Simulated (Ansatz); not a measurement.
Here is an unrelaxed guess for SnO.

Space group R3m:H (No. 160). a = 3.318 Å, b = 3.318 Å, c = 19.781 Å, α = 90.00°, β = 90.00°, γ = 120.00°
```tsv
atom	site	symmetry	x	y	z
Sn	3a	3m	0.6667	0.3333	0.2357
Sn	3a	3m	0.0000	0.0000	0.1030
O	3a	3m	0.0000	0.0000	0.0000
O	3a	3m	0.6667	0.3333	0.1380
```

Theory: DFT PBE, scalar-relativistic, plane waves, PAW (Ansatz 0.2.0). Cutoff 420 eV; k points 6×6×6 on the computed 4-atom cell (Γ-centred); Gaussian smearing, width 0.10 eV; no spin polarisation.

The zero of energy is the elements' standard structures at the same level (O₂ as a molecule); no fitted shifts are applied. The references include grey tin.

Problem. Estimate its pressure, forces and energy as it stands.

Solution. The pressure is 33.2 GPa (the mean over three directions, positive in compression), the largest force is 5.27 eV/Å, and the energy is −0.11 eV/atom against the elements. The shortest distance is 1.93 Å.

Problem. How much does it gain on relaxing, and where does it end?

Solution. Relaxing gains about 0.73 eV/atom (the start's value is from the coarse mesh, so the gain is rough) in 20 ionic steps and ends at −0.84 eV/atom on the finer mesh. The symmetry stays R3m (No. 160). The volume per atom grows by 42.4 %, from 15.7 to 22.4 Å³. The shortest distance goes from 1.93 Å (Sn–O) to 1.95 Å (Sn–O). The ratio c/a of the conventional cell changes by a factor of 1.10. Conventional cell: a = 3.615 Å, c = 23.736 Å. Sn on its first site has 1 O at 1.99 Å; Sn on its second site is surrounded by 1 O at 1.95 Å and 3 O at 2.15 Å; around O on its first site lie 2 Sn at 1.95–1.99 Å; 1 more site not described.

The last run used a 12×12×12 mesh for its 4-atom cell and Gaussian smearing of 0.10 eV. Weakly bound directions are ill-defined at this level, which has no dispersion term. The relaxation can't lower the symmetry of the start. Symmetry constrained the relaxation, so the result can be a saddle point.
